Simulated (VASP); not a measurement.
# Relaxed cell of GaP: a test of cutoff and mesh, part 2 of 2

Aim: test the relaxed volume of GaP against cutoff and mesh. The starting structure is a measured crystal structure from the Crystallography Open Database.

VASP 6.6.1.

Results so far: reference 20.07 Å³ an atom; a cutoff of 280 eV 19.95 Å³ an atom; a 4×4×4 mesh 20.17 Å³ an atom.

## Step 5: Relaxation with a cutoff of 600 eV

Level of this step: PBEsol; plane waves and PAW (Ga_d, P) (VASP).

Against step 2 the input has ENCUT = 600.

INCAR

```
SYSTEM = GaP
PREC = Accurate
ENCUT = 600
EDIFF = 1E-06
NELM = 100
ISMEAR = 0
SIGMA = 0.03
LREAL = .FALSE.
ALGO = Normal
GGA = PS
NBANDS = 15
LORBIT = 11
LWAVE = .FALSE.
LCHARG = .FALSE.
KPAR = 2
IBRION = 2
NSW = 50
ISIF = 3
EDIFFG = -0.01
```

POSCAR

```
GaP
1.0
    0.0000000000      2.7252500000      2.7252500000
    2.7252500000      0.0000000000      2.7252500000
    2.7252500000      2.7252500000      0.0000000000
Ga P
1 1
Direct
    0.0000000000      0.0000000000      0.0000000000
    0.7500000000      0.7500000000      0.7500000000
```

KPOINTS

```
Automatic mesh
0
Gamma
8 8 8
0 0 0
```

PAW data sets: Ga_d and P (PBE family, release 64).

Started as:

```
> mpirun -np 2 vasp_std
```

Output:

```text
[... set-up lines as in an earlier step ...]
 entering main loop
       N       E                     dE             d eps       ncg     rms          rms(c)
DAV:   1     0.860946644422E+02    0.86095E+02   -0.98923E+03   908   0.189E+03
DAV:   2    -0.319437205705E+01   -0.89289E+02   -0.84943E+02   982   0.341E+02
DAV:   3    -0.100788893267E+02   -0.68845E+01   -0.68543E+01  1052   0.735E+01
DAV:   4    -0.102030734942E+02   -0.12418E+00   -0.12412E+00  1082   0.106E+01
[...]
DAV:  10    -0.992113394204E+01   -0.23232E-04   -0.57645E-05  1289   0.821E-02    0.258E-02
DAV:  11    -0.992116028930E+01   -0.26347E-04   -0.27454E-05  1045   0.558E-02    0.545E-03
DAV:  12    -0.992116023551E+01    0.53796E-07   -0.96312E-07   800   0.130E-02
   1 F= -.99211602E+01 E0= -.99211602E+01  d E =-.992116E+01
[...]
N       E                     dE             d eps       ncg     rms          rms(c)
DAV:   1    -0.994507110875E+01   -0.23911E-01   -0.27996E-01  1101   0.102E+01    0.905E-01
[...]
DAV:   4    -0.992166209543E+01    0.41295E-03   -0.49200E-04  1007   0.281E-01    0.400E-02
DAV:   5    -0.992158403942E+01    0.78056E-04   -0.46357E-05  1130   0.928E-02    0.895E-03
DAV:   6    -0.992158393367E+01    0.10575E-06   -0.17907E-06   887   0.136E-02
   2 F= -.99215839E+01 E0= -.99215839E+01  d E =-.423698E-03
 trial-energy change:   -0.000424  1 .order   -0.000383   -0.002092    0.001327
 step:   0.6287(harm=  0.6119)  dis= 0.00000  next Energy=    -9.921828 (dE=-0.668E-03)
[...]
N       E                     dE             d eps       ncg     rms          rms(c)
DAV:   1    -0.992502740644E+01   -0.34434E-02   -0.39052E-02  1101   0.390E+00    0.334E-01
DAV:   2    -0.992250550323E+01    0.25219E-02   -0.40670E-03  1080   0.149E+00    0.152E-01
DAV:   3    -0.992187219680E+01    0.63331E-03   -0.66273E-04  1150   0.524E-01    0.338E-02
DAV:   4    -0.992181585823E+01    0.56339E-04   -0.68950E-05  1049   0.112E-01    0.148E-02
DAV:   5    -0.992180362558E+01    0.12233E-04   -0.63506E-06  1091   0.343E-02    0.365E-03
DAV:   6    -0.992180348412E+01    0.14146E-06   -0.24387E-07   554   0.634E-03
   3 F= -.99218035E+01 E0= -.99218035E+01  d E =-.643249E-03
[...]
reached required accuracy - stopping structural energy minimisation
```

Wall time 8.8 s (2 MPI ranks of Intel Xeon 6975P-C (Granite Rapids), shared host); peak memory 0.36 GiB; 17 s of CPU time.

From OUTCAR (step 5):

```text
  Total       -0.0085025     -0.0085025     -0.0085025      0.0000000      0.0000000     -0.0000000
  in kB       -0.3391341     -0.3391341     -0.3391341      0.0000000      0.0000000     -0.0000000
  external PRESSURE =      -0.3391341 kB  Pullay stress =       0.0000000 kB

 POSITION                                       TOTAL-FORCE (eV/Angst)
 -----------------------------------------------------------------------------------
      0.00000      0.00000      0.00000        -0.000000     -0.000000     -0.000000
      4.07733      4.07733      4.07733         0.000000      0.000000      0.000000
 -----------------------------------------------------------------------------------
    total drift:                               -0.000001     -0.000001     -0.000001

  FREE ENERGIE OF THE ION-ELECTRON SYSTEM (eV)
  ---------------------------------------------------
  free  energy   TOTEN  =        -9.9218034841 eV

  energy  without entropy=       -9.9218034841  energy(sigma->0) =       -9.92180348

[... 2 parts as in an earlier step ...]

[... 2 further parts left out ...]
[key lines of the parts left out:]
E-fermi :   4.8311
```

With a cutoff of 600 eV the cell ends at 20.084 Å³ an atom, +0.07 % from the reference; the bulk modulus is 85.1 GPa against 85.3 GPa.

## Step 6: Relaxation with a 10×10×10 mesh

Against step 2 the input has a 10×10×10 mesh.

INCAR: that of step 5 with these lines changed.

```diff
@@ -2,3 +2,3 @@
 PREC = Accurate
-ENCUT = 600
+ENCUT = 450
 EDIFF = 1E-06
```

POSCAR is that of step 5.

KPOINTS

```
Automatic mesh
0
Gamma
10 10 10
0 0 0
```

Started as:

```
> mpirun -np 2 vasp_std
```

Output:

```text
[... set-up lines as in an earlier step ...]
 entering main loop
       N       E                     dE             d eps       ncg     rms          rms(c)
DAV:   1     0.727635873248E+02    0.72764E+02   -0.83886E+03  1473   0.157E+03
DAV:   2    -0.440368606387E+01   -0.77167E+02   -0.73459E+02  1550   0.292E+02
DAV:   3    -0.101108176638E+02   -0.57071E+01   -0.56824E+01  1788   0.656E+01
DAV:   4    -0.102042286270E+02   -0.93411E-01   -0.93374E-01  1753   0.902E+00
[...]
DAV:  10    -0.992281099529E+01   -0.22443E-04   -0.56674E-05  2051   0.799E-02    0.263E-02
DAV:  11    -0.992283716841E+01   -0.26173E-04   -0.27142E-05  1627   0.543E-02    0.528E-03
DAV:  12    -0.992283712969E+01    0.38715E-07   -0.93805E-07  1364   0.120E-02
   1 F= -.99228371E+01 E0= -.99228371E+01  d E =-.992284E+01
[...]
N       E                     dE             d eps       ncg     rms          rms(c)
DAV:   1    -0.995162667574E+01   -0.28790E-01   -0.33595E-01  1767   0.111E+01    0.994E-01
[...]
DAV:   4    -0.992342592331E+01    0.50240E-03   -0.57870E-04  1604   0.299E-01    0.434E-02
DAV:   5    -0.992333258600E+01    0.93337E-04   -0.53903E-05  1899   0.983E-02    0.982E-03
DAV:   6    -0.992333232275E+01    0.26326E-06   -0.22687E-06  1459   0.152E-02
   2 F= -.99233323E+01 E0= -.99233323E+01  d E =-.495193E-03
 trial-energy change:   -0.000495  1 .order   -0.000448   -0.002515    0.001620
 step:   0.6244(harm=  0.6083)  dis= 0.00000  next Energy=    -9.923634 (dE=-0.797E-03)
[...]
N       E                     dE             d eps       ncg     rms          rms(c)
DAV:   1    -0.992757778862E+01   -0.42452E-02   -0.48013E-02  1767   0.429E+00    0.371E-01
DAV:   2    -0.992447004236E+01    0.31077E-02   -0.50144E-03  1760   0.162E+00    0.168E-01
DAV:   3    -0.992369102914E+01    0.77901E-03   -0.81276E-04  1879   0.573E-01    0.376E-02
DAV:   4    -0.992362128670E+01    0.69742E-04   -0.83088E-05  1661   0.122E-01    0.162E-02
DAV:   5    -0.992360652102E+01    0.14766E-04   -0.75243E-06  1876   0.366E-02    0.411E-03
DAV:   6    -0.992360630626E+01    0.21476E-06   -0.31143E-07   873   0.742E-03
   3 F= -.99236063E+01 E0= -.99236063E+01  d E =-.769177E-03
[...]
reached required accuracy - stopping structural energy minimisation
```

It took 11 s on 2 MPI ranks; peak memory 0.31 GiB; 20 s of CPU time.

From OUTCAR (step 6):

```text
  Total       -0.0090733     -0.0090733     -0.0090733      0.0000000     -0.0000000      0.0000000
  in kB       -0.3621516     -0.3621516     -0.3621516      0.0000000     -0.0000000      0.0000000
  external PRESSURE =      -0.3621516 kB  Pullay stress =       0.0000000 kB

 POSITION                                       TOTAL-FORCE (eV/Angst)
 -----------------------------------------------------------------------------------
      0.00000      0.00000      0.00000         0.000000     -0.000000      0.000000
      4.07640      4.07640      4.07640        -0.000000      0.000000     -0.000000
 -----------------------------------------------------------------------------------
    total drift:                               -0.000000     -0.000000     -0.000000

  FREE ENERGIE OF THE ION-ELECTRON SYSTEM (eV)
  ---------------------------------------------------
  free  energy   TOTEN  =        -9.9236063063 eV

  energy  without entropy=       -9.9236063063  energy(sigma->0) =       -9.92360631

[... 1 part as in an earlier step ...]

[... 3 further parts left out ...]
[key lines of the parts left out:]
E-fermi :   4.7987
```

With a 10×10×10 mesh the cell ends at 20.070 Å³ an atom, +0.00 % from the reference; the bulk modulus is 85.3 GPa against 85.3 GPa.

## Step 7: Comparison

| run | volume (Å³/atom) | change (%) | bulk modulus (GPa) | pressure left (GPa) | core minutes |
| --- | --- | --- | --- | --- | --- |
| reference | 20.07 | - | 85.3 | -0.04 | 0.247 |
| a cutoff of 280 eV | 19.95 | -0.6 | 86.3 | -0.08 | 0.127 |
| a 4×4×4 mesh | 20.174 | 0.52 | 85.7 | -0.01 | 0.127 |
| a cutoff of 600 eV | 20.084 | 0.07 | 85.1 | -0.03 | 0.293 |
| a 10×10×10 mesh | 20.07 | 0.0 | 85.3 | -0.04 | 0.36 |

Core minutes are wall time times ranks, summed over the relaxations behind a row (those for a bulk modulus apart), on shared hosts.

## Step 8: What came out

```yaml
volume_of_the_reference: 20.07 Å³/atom
volume_against_the_reference_a_cutoff_of_280_ev: -0.60 %
volume_against_the_reference_a_4x4x4_mesh: +0.52 %
volume_against_the_reference_a_cutoff_of_600_ev: +0.07 %
volume_against_the_reference_a_10x10x10_mesh: +0.00 %
```

What this shows: The volume moves most with a cutoff of 280 eV: -0.60 % against the reference (450 eV, 8×8×8 mesh). On finer settings it changes by +0.07 % with a cutoff of 600 eV and +0.00 % with a 10×10×10 mesh. The relaxations stop with up to 0.08 GPa left, which at the bulk modulus found here is 0.09 % of the volume. A cell that shrinks at the lower cutoff is the usual mark of Pulay stress, the error that a plane-wave basis makes when it is kept while the volume changes. The bulk modulus stays within 2 %. Further runs on this material are not shown.

[Lines on the potential files, build, host, timing and source positions are cut from VASP's logs without a mark.]

[Logs are printed without paths, hosts, clocks, repeated set-up lines and the standing remarks that a program may print on its own settings, such as how far it seeks lower states.]

[Hosts, paths, dates, database ids (printed as entryN), source tags and the programs' standing remarks are cut or masked in the printed files.]
